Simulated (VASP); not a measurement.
# HfB (I4/mmm) in VASP: notebook

The runs below take HfB through single point, with PBE.

Everything below comes from runs of VASP 6.6.1. Logs are shortened: lines on timing, memory, paths and dates and some standing lists are left out, and cuts for length are marked.

## (1) The cell of the first run

The structure is tetragonal, space group I4/mmm (No. 139). Conventional cell: a = 3.418 Å, b = 3.418 Å, c = 4.495 Å, α = 90.00°, β = 90.00°, γ = 90.00°. Around Hf (site symmetry 4/mmm) lie 6 B at 2.25 to 2.42 Å. B (site symmetry 4/mmm) is surrounded by 6 Hf at 2.25 to 2.42 Å.

## (2) Single point, PBE (mode 4 frozen in at +0.000 Å, normal strain along x -0.0700)

Contents of INCAR:

```
  PREC = Accurate
  ENCUT = 520
  EDIFF = 1E-6
  ISMEAR = 0
  SIGMA = 0.15
  LREAL = False
  LASPH = True
  NELM = 60
  ALGO = Fast
  ISIF = 2
  LWAVE = False
  LCHARG = True
  GGA = PE
  LELF = True
  LVHAR = True
  NBANDS = 14
```

Contents of KPOINTS:

```
regular mesh
0
Gamma
  16 16 16
```

Contents of POSCAR:

```
HfB
1.0
    0.0000000000      2.4168788130      2.4168788130
    2.2476972961      0.0000000000      2.4168788130
    2.2476972961      2.4168788130      0.0000000000
Hf B
1 1
Direct
    0.5000000000      0.5000000000      0.5000000000
    0.0000000000      0.0000000000      0.0000000000
```

Potentials or basis: VASP PAW PBE potentials, release 64 (Hf_pv, B).

Launch:

```bash
$ cat potpaw_PBE.64/Hf_pv/POTCAR potpaw_PBE.64/B/POTCAR > POTCAR
$ mpirun -np 1 vasp_std > vasp.out
```

OUTCAR:

```text
PREC = Accurate
   ENCUT = 520
   EDIFF = 1E-6
   ISMEAR = 0
   LREAL = False
   LASPH = True
   NELM = 60
   ISIF = 2
   GGA = PE

 ion  position               nearest neighbor table
   1  0.500  0.500  0.500-   2 2.25   2 2.25   2 2.42   2 2.42   2 2.42   2 2.42
   2  0.000  0.000  0.000-   1 2.25   1 2.25   1 2.42   1 2.42   1 2.42   1 2.42

  LATTYP: Found a body centered tetragonal cell.
 ALAT       =     3.4179827960
 C/A-ratio  =     1.3152186130

  Lattice vectors:

 A1 = (  -2.2476972961,   0.0000000000,  -2.4168788130)
 A2 = (  -2.2476972961,   0.0000000000,   2.4168788130)
 A3 = (   2.2476972961,   2.4168788130,   0.0000000000)

Analysis of symmetry for initial positions (statically):
=====================================================================
 Subroutine PRICEL returns:
 Original cell was already a primitive cell.

 Routine SETGRP: Setting up the symmetry group for a
 body centered tetragonal supercell.

 Subroutine GETGRP returns: Found 16 space group operations
 (whereof 16 operations were pure point group operations)
 out of a pool of 16 trial point group operations.

The static configuration has the point symmetry D_4h.

Analysis of symmetry for dynamics (positions and initial velocities):
=====================================================================
 Subroutine PRICEL returns:
 Original cell was already a primitive cell.

 Routine SETGRP: Setting up the symmetry group for a
 body centered tetragonal supercell.

 Subroutine GETGRP returns: Found 16 space group operations
 (whereof 16 operations were pure point group operations)
 out of a pool of 16 trial point group operations.

The dynamic configuration has the point symmetry D_4h.

 Subroutine INISYM returns: Found 16 space group operations
 (whereof 16 operations are pure point group operations),
 and found     1 'primitive' translations

----------------------------------------------------------------------------------------

                                     Primitive cell

  volume of cell :      26.2590

  direct lattice vectors                    reciprocal lattice vectors
     0.000000000  2.416878813  2.416878813    -0.222449883  0.206878391  0.206878391
     2.247697296  0.000000000  2.416878813     0.222449883 -0.206878391  0.206878391
     2.247697296  2.416878813  0.000000000     0.222449883  0.206878391 -0.206878391

  length of vectors
     3.417982796  3.300522130  3.300522130     0.367534063  0.367534063  0.367534063

  position of ions in fractional coordinates (direct lattice)
     0.500000000  0.500000000  0.500000000
     0.000000000  0.000000000  0.000000000

  ion indices of the primitive-cell ions
   primitive index   ion index
                 1           1
                 2           2

----------------------------------------------------------------------------------------

 KPOINTS: regular mesh

Automatic generation of k-mesh.
 Grid dimensions read from file:
 generate k-points for:   16   16   16

 Generating k-lattice:

  Cartesian coordinates                     Fractional coordinates (reciprocal lattice)
    -0.013903118  0.012929899  0.012929899     0.062500000  0.000000000  0.000000000
     0.013903118 -0.012929899  0.012929899     0.000000000  0.062500000  0.000000000
     0.013903118  0.012929899 -0.012929899     0.000000000  0.000000000  0.062500000

  Length of vectors
     0.022970879  0.022970879  0.022970879

  Shift w.r.t. Gamma in fractional coordinates (k-lattice)
     0.000000000  0.000000000  0.000000000

 Subroutine IBZKPT returns following result:
 ===========================================

 Found    349 irreducible k-points:

 Following reciprocal coordinates:
            Coordinates               Weight
  0.000000  0.000000  0.000000      1.000000
  0.062500  0.000000  0.000000      8.000000
  0.125000  0.000000  0.000000      8.000000
  0.187500  0.000000  0.000000      8.000000
  0.250000  0.000000  0.000000      8.000000
  0.312500  0.000000  0.000000      8.000000
[... 16 lines left out ...]
 -0.125000  0.062500 -0.000000     16.000000
 -0.062500  0.062500  0.000000      8.000000
 [... further k-points ...]
   k-points           NKPTS =    349   k-points in BZ     NKDIM =    349   number of bands    NBANDS=     14
   number of dos      NEDOS =    301   number of ions     NIONS =      2
   total plane-waves  NPLWV =  21952
   dimension x,y,z NGX =    28 NGY =   28 NGZ =   28
   dimension x,y,z NGXF=    56 NGYF=   56 NGZF=   56
   ions per type =               1   1
   NGX,Y,Z   is equivalent  to a cutoff of  13.62, 14.10, 14.10 a.u.
   NGXF,Y,Z  is equivalent  to a cutoff of  27.24, 28.21, 28.21 a.u.
 SYSTEM =  unknown system
   PREC   = accura    normal or accurate (medium, high low for compatibility)
   ISTART =      0    job   : 0-new  1-cont  2-samecut
   ICHARG =      2    charge: 1-file 2-atom 10-const
   ISPIN  =      1    spin polarized calculation?
   LNONCOLLINEAR =      F non collinear calculations
   LSORBIT =      F    spin-orbit coupling
   LASPH  =      T    aspherical Exc in radial PAW
   ENCUT  =  520.0 eV  38.22 Ry    6.18 a.u.   6.36  6.14  6.14*2*pi/ulx,y,z
   NELM   =     60;   NELMIN=  2; NELMDL= -5     # of ELM steps
   EDIFF  = 0.1E-05   stopping-criterion for ELM
   LREAL  =      F    real-space projection
   EDIFFG = 0.1E-04   stopping-criterion for IOM
   NSW    =      0    number of steps for IOM
   IBRION =     -1    ionic relax: 0-MD 1-quasi-New 2-CG
   NFREE  =      0    steps in history (QN), initial steepest desc. (CG)
   ISIF   =      2    stress and relaxation
   ISYM   =      2    0-nonsym 1-usesym 2-fastsym
   POTIM  = 0.5000    time-step for ionic-motion
   TEBEG  =    0.0;   TEEND  =   0.0 temperature during run
   PSTRESS=    0.0 pullay stress
   NELECT =      13.0000    total number of electrons
   NUPDOWN=      -1.0000    fix difference up-down
   EMIN   =  10.00;   EMAX   =-10.00  energy-range for DOS
   EFERMI =   0.00;   METHOD = LEGACY
   ISMEAR =     0;   SIGMA  =   0.15  broadening in eV -4-tet -1-fermi 0-gaus
   EFERMI_NEDOS =   21; number of points for ismear=-14 and -15
   IALGO  =     68    algorithm
   IMIX   =      4    mixing-type and parameters
     AMIX     =   0.40;   BMIX     =  1.00
     AMIX_MAG =   1.60;   BMIX_MAG =  1.00
  volume/ion in A,a.u.               =      13.13        88.60
  Fermi-wavevector in a.u.,A,eV,Ry     =   1.295080  2.447347 22.820147  1.677233
  Thomas-Fermi vector in A             =   2.426623
   LORBIT       =      0    0 simple, 1 ext, 2 COOP (PROOUT), +10 PAW based schemes
   GGA     = PE    functional components
   LHFCALC =     F    Hartree Fock is set to
   AEXX    =    0.0000 exact exchange contribution
   IVDW    =     0    specifies the selected vdW correction
   LEPSILON=     F    determine dielectric tensor
   LRPA    =     F    only Hartree local field effects (RPA)
 non-spin polarized calculation
 RMM-DIIS sequential band-by-band and
 Gauss-broadening in eV      SIGMA  =   0.15
  energy-cutoff  :      520.00
  volume of cell :       26.26
 maximum number of plane-waves:       736
 NGX is ok and might be reduce to    28
   NGX = 13   NGY = 13   NGZ = 13

 number of electron      13.0000001 magnetization

 Free energy of the ion-electron system (eV)
  ---------------------------------------------------
  ext. energy  EPLUGINS =         0.00000000
  ---------------------------------------------------
  free energy    TOTEN  =       -17.25374707 eV

  energy without entropy =      -17.24278638  energy(sigma->0) =      -17.24826673

 E-fermi :   4.7339     XC(G=0): -11.9960

 val. band max:        4.7282359635   @ k =  -0.2500   0.3750   0.3125
 cond. band min:       4.7504874467   @ k =  -0.1875   0.3750   0.2500
 fundamental gap:      0.0222514832
 Fermi energy:         4.7338880978

 k-point     1 :       0.0000    0.0000    0.0000
  band No.  band energies     occupation
      1     -23.9169      2.00000
      2     -23.9090      2.00000
      3     -23.9090      2.00000
      4      -4.6382      2.00000
      5       6.6146      0.00000
      6       6.6146      0.00000
      7       7.4247      0.00000
      8       8.2758      0.00000
      9       8.3533      0.00000
     10       8.3533      0.00000
     11       8.8497      0.00000
     12       8.9114      0.00000
     13      16.2142      0.00000
     14      17.1229      0.00000

 k-point     2 :       0.0625    0.0000    0.0000
  band No.  band energies     occupation
      1     -23.9364      2.00000
      2     -23.9142      2.00000
      3     -23.9127      2.00000
      4      -4.5328      2.00000
      5       6.3407      0.00000
      6       6.5041      0.00000
      7       7.1607      0.00000
      8       7.5069      0.00000
      9       7.8492      0.00000
     10       8.7754      0.00000
     11       9.4498      0.00000
     12      10.0413      0.00000
     13      16.4859      0.00000
     14      17.2653      0.00000

 k-point     3 :       0.1250    0.0000    0.0000
  band No.  band energies     occupation
      1     -24.0021      2.00000
      2     -23.9233      2.00000
      3     -23.9178      2.00000
      4      -4.2241      2.00000
      5       5.5798      0.00000
      6       5.9155      0.00000
      7       6.4325      0.00000
      8       7.4666      0.00000
      9       7.7663      0.00000
     10       9.0927      0.00000
     11      10.7219      0.00000
     12      11.3875      0.00000
     13      17.2376      0.00000
     14      17.6353      0.00000
[... 324 lines left out ...]
 k-point    23 :      -0.1250    0.0625   -0.0000
  band No.  band energies     occupation
      1     -24.0477      2.00000
      2     -23.9415      2.00000
      3     -23.9156      2.00000
      4      -3.9712      2.00000
      5       5.1668      0.00004
      6       5.4634      0.00000
      7       5.9052      0.00000
      8       7.5156      0.00000
      9       8.1663      0.00000
     10       9.4417      0.00000
     11      10.6979      0.00000
     12      12.5115      0.00000
     13      17.7895      0.00000
     14      18.0195      0.00000

 k-point    24 :      -0.0625    0.0625    0.0000
  band No.  band energies     occupation
      1     -23.9732      2.00000
      2     -23.9244      2.00000
      3     -23.9132      2.00000
      4      -4.3493      2.00000
      5       5.9877      0.00000
      6       6.0257      0.00000
      7       6.7289      0.00000
      8       7.2992      0.00000
      9       7.9628      0.00000
     10       9.0697      0.00000
     11       9.7413      0.00000
     12      11.1611      0.00000
     13      16.9433      0.00000
     14      17.5576      0.00000

 [... further k-points ...]

------------------------ aborting loop because EDIFF is reached ----------------------------------------

  FORCE on cell =-STRESS in cart. coord.  units (eV):
  Direction    XX          YY          ZZ          XY          YZ          ZX
  --------------------------------------------------------------------------------------
  -------------------------------------------------------------------------------------
  Total        6.2595659      0.8856455      0.8856455     -0.0000000      0.0000000      0.0000000
  in kB      381.9242489     54.0372115     54.0372115     -0.0000000      0.0000000      0.0000000
  external PRESSURE =     163.3328907 kB  Pullay stress =       0.0000000 kB

 VOLUME and BASIS-vectors are now :
 -----------------------------------------------------------------------------
  energy-cutoff  :      520.00
  volume of cell :       26.26
      direct lattice vectors                 reciprocal lattice vectors
     0.000000000  2.416878813  2.416878813    -0.222449883  0.206878391  0.206878391
     2.247697296  0.000000000  2.416878813     0.222449883 -0.206878391  0.206878391
     2.247697296  2.416878813  0.000000000     0.222449883  0.206878391 -0.206878391

 POSITION                                       TOTAL-FORCE (eV/Angst)
 -----------------------------------------------------------------------------------
      2.24770      2.41688      2.41688         0.000000     -0.000000      0.000000
      0.00000      0.00000      0.00000         0.000000      0.000000     -0.000000
 -----------------------------------------------------------------------------------
    total drift:                                0.000000      0.000000      0.000000

  FREE ENERGIE OF THE ION-ELECTRON SYSTEM (eV)
  ---------------------------------------------------
  free  energy   TOTEN  =       -17.2537470708 eV

  energy  without entropy=      -17.2427863802  energy(sigma->0) =      -17.24826673
```

Wall time 87 s (1 thread of Intel Xeon Platinum 8488C (Sapphire Rapids), shared host); peak memory 0.27 GiB.

Results:

```
Free energy            : -17.2537 eV
Pressure               : 16.3 GPa
Band gap on the k mesh : none (metal or under the smearing width)
```

Caveat: so large a pressure means that the cell lies far from this level's equilibrium, or that cutoff or potentials fall short. Spin-orbit coupling is left out, which matters for the levels of Hf.

## (3) Single point, PBE (mode 4 frozen in at -0.118 Å, normal strain along x +0.0000)

Contents of INCAR:

```
PREC = Accurate
ENCUT = 520
EDIFF = 1E-7
ISMEAR = 0
SIGMA = 0.15
LREAL = False
LASPH = True
NELM = 100
ALGO = Fast
ISIF = 2
LWAVE = False
LCHARG = False
GGA = PE
NBANDS = 14
```

Contents of KPOINTS:

```
Automatic mesh
0
Gamma
  16 16 16
```

Contents of POSCAR:

```
HfB
1.0
    0.0000000000      2.4168788130      2.4168788130
    2.4168788130      0.0000000000      2.4168788130
    2.4168788130      2.4168788130      0.0000000000
Hf B
1 1
Direct
    0.4985215256      0.5014784744      0.5014784744
    0.0244116501     -0.0244116501     -0.0244116501
```

Potentials or basis: VASP PAW PBE potentials, release 64 (Hf_pv, B).

Launch:

```bash
$ cat potpaw_PBE.64/Hf_pv/POTCAR potpaw_PBE.64/B/POTCAR > POTCAR
$ mpirun -np 1 vasp_std > vasp.out
```

Run time: 1.8 min. Hardware: 1 thread of Intel Xeon Platinum 8488C (Sapphire Rapids), shared host; peak memory 0.27 GiB.

The run converged. Its results:

| Quantity | Value |
| --- | --- |
| Free energy | -17.4058 eV |
| Pressure | 1.0 GPa |
| Largest force | 1.044 eV/Å |
| Band gap on the k mesh | none (metal or under the smearing width) |

Forces in eV/Å, atoms in the order of the input:
```
Hf  -1.044  0.000  0.000
B    1.044  0.000  0.000
```

Stress tensor (GPa, compression positive):
```
 3.28  0.00  0.00
 0.00 -0.13  0.00
 0.00  0.00 -0.13
```

Levels at points of the mesh, in eV from the Fermi level:
| k point | band 4 | band 5 | band 6 | band 7 | band 8 | band 9 | band 10 | band 11 |
| --- | --- | --- | --- | --- | --- | --- | --- | --- |
| (0.00, 0.00, 0.00) | -9.13 | 1.79 | 1.79 | 2.04 | 2.74 | 3.71 | 3.84 | 3.84 |
| (0.50, 0.00, 0.00) | -4.73 | -4.39 | -1.15 | -1.13 | 5.60 | 5.64 | 6.45 | 7.61 |
| (0.50, 0.50, 0.00) | -6.37 | -1.26 | -0.94 | 1.87 | 2.12 | 5.45 | 6.75 | 6.76 |
| (0.00, 0.50, 0.50) | -6.37 | -1.24 | -0.79 | 1.93 | 1.93 | 5.39 | 6.74 | 6.74 |

Caveat: forces of over 1 eV/Å show positions far from the minimum, so gaps and moduli don't describe the material at rest. Spin-orbit coupling is left out, which matters for the levels of Hf.

## (4) Single point, PBE (mode 4 frozen in at -0.059 Å, normal strain along x -0.0350)

Contents of INCAR:

```
SYSTEM = HfB
ALGO = Fast
EDIFF = 1E-7
ENCUT = 520
GGA = PE
ISIF = 2
ISMEAR = 0
LASPH = .TRUE.
LCHARG = .TRUE.
LELF = .TRUE.
LREAL = .FALSE.
LVHAR = .TRUE.
LWAVE = .FALSE.
NBANDS = 14
NELM = 100
PREC = Accurate
SIGMA = 0.15
```

Contents of KPOINTS:

```
k-points
0
G
  16 16 16
  0 0 0
```

Contents of POSCAR:

```
HfB
1.0
    0.0000000000      2.4168788130      2.4168788130
    2.3322880545      0.0000000000      2.4168788130
    2.3322880545      2.4168788130      0.0000000000
Hf B
1 1
Direct
    0.4992607628      0.5007392372      0.5007392372
    0.0122058251     -0.0122058251     -0.0122058251
```

Launch:

```bash
$ cat potpaw_PBE.64/Hf_pv/POTCAR potpaw_PBE.64/B/POTCAR > POTCAR
$ mpirun -np 1 vasp_std > vasp.out
```

Run time: 1.8 min. Hardware: 1 thread of Intel Xeon Platinum 8488C (Sapphire Rapids), shared host; peak memory 0.27 GiB.

The run converged. Its results:

```yaml
Free_energy: -17.3991 eV
Pressure: 7.4 GPa
Largest_force: 0.682 eV/Å
Band_gap_on_the_k_mesh: none (metal or under the smearing width)
```

Forces on the atoms (eV/Å):
```
Hf  -0.682  0.000  0.000
B    0.682  0.000  0.000
```

Stress tensor (GPa, compression positive):
```
17.38  0.00  0.00
 0.00  2.43  0.00
 0.00  0.00  2.43
```

Levels at points of the mesh, in eV from the Fermi level:
| k point | band 5 | band 6 | band 7 | band 8 | band 9 | band 10 |
| --- | --- | --- | --- | --- | --- | --- |
| (0.00, 0.00, 0.00) | 1.89 | 1.89 | 2.35 | 3.44 | 3.64 | 3.68 |
| (0.50, 0.00, 0.00) | -4.37 | -1.27 | -1.16 | 5.73 | 6.02 | 6.78 |
| (0.50, 0.50, 0.00) | -1.31 | -0.88 | 2.13 | 2.18 | 5.56 | 6.87 |
| (0.00, 0.50, 0.50) | -0.90 | -0.90 | 1.87 | 1.87 | 5.65 | 7.04 |

## (5) Single point, PBE (mode 4 frozen in at -0.059 Å, normal strain along x +0.0000)

Contents of INCAR:

```
SYSTEM = HfB
PREC = Accurate ; ENCUT = 520
EDIFF = 1E-6 ; ISMEAR = 0
SIGMA = 0.15 ; LREAL = .FALSE.
LASPH = .TRUE. ; NELM = 80
ALGO = Fast ; ISIF = 2
LWAVE = .FALSE. ; LCHARG = .FALSE.
GGA = PE ; NBANDS = 14
```

Contents of KPOINTS:

```
regular mesh
0
G
  16 16 16
  0 0 0
```

Contents of POSCAR:

```
HfB
1.0
    0.0000000000      2.4168788130      2.4168788130
    2.4168788130      0.0000000000      2.4168788130
    2.4168788130      2.4168788130      0.0000000000
Hf B
1 1
Direct
    0.4992607628      0.5007392372      0.5007392372
    0.0122058251     -0.0122058251     -0.0122058251
```

Launch:

```bash
$ cat potpaw_PBE.64/Hf_pv/POTCAR potpaw_PBE.64/B/POTCAR > POTCAR
$ mpirun -np 1 vasp_std > vasp.out
```

It took 87 s on 1 thread of Intel Xeon Platinum 8488C (Sapphire Rapids), shared host; peak memory 0.27 GiB.

Results (log left out):

```yaml
Free_energy: -17.4534 eV
Pressure: 0.4 GPa
Largest_force: 0.490 eV/Å
Band_gap_on_the_k_mesh: none (metal or under the smearing width)
```

Forces on the atoms (eV/Å):
```
Hf  -0.490  0.000  0.000
B    0.490  0.000  0.000
```

Stress tensor (GPa, compression positive):
```
0.92 0.00 0.00
0.00 0.06 0.00
0.00 0.00 0.06
```

Levels at points of the mesh, in eV from the Fermi level:
```
           k point  band 4  band 5  band 6  band 7  band 8  band 9  band 10  band 11
(0.00, 0.00, 0.00)   -9.13    1.97    1.97    2.04    3.17    3.64     3.64     3.71
(0.50, 0.00, 0.00)   -4.66   -4.45   -1.15   -1.15    5.63    5.65     6.47     7.68
(0.50, 0.50, 0.00)   -6.38   -1.26   -0.83    1.92    1.98    5.40     6.76     6.77
(0.00, 0.50, 0.50)   -6.38   -1.25   -0.79    1.93    1.93    5.39     6.76     6.76
```

Spin-orbit coupling is left out, which matters for the levels of Hf.

## (6) Summary

| cell | further INCAR settings | gap on the mesh (eV) | pressure (GPa) | largest force (eV/Å) |
| --- | --- | --- | --- | --- |
| mode 4 frozen in at +0.000 Å, normal strain along x -0.0700 | ALGO = Fast; EDIFF = 1e-06; NBANDS = 14 | none | 16.3 | - |
| mode 4 frozen in at -0.118 Å, normal strain along x +0.0000 | ALGO = Fast; EDIFF = 1e-07; NBANDS = 14 | none | 1.0 | 1.04 |
| mode 4 frozen in at -0.059 Å, normal strain along x -0.0350 | ALGO = Fast; EDIFF = 1e-07; NBANDS = 14 | none | 7.4 | 0.68 |
| mode 4 frozen in at -0.059 Å, normal strain along x +0.0000 | ALGO = Fast; EDIFF = 1e-06; NBANDS = 14 | none | 0.4 | 0.49 |

Alike in all rows: task single point; level PBE; potentials or basis VASP PAW PBE potentials, release 64 (Hf_pv, B); no spin polarisation; k mesh 16 × 16 × 16; cutoff (eV) 520; smearing gaussian 0.15 eV.

Caveats: so large a pressure means that the cell lies far from this level's equilibrium, or that cutoff or potentials fall short (some runs); forces of over 1 eV/Å show positions far from the minimum, so gaps and moduli don't describe the material at rest (some runs).

Total energies depend on the potentials used, so only differences within one code and one set of settings carry meaning.
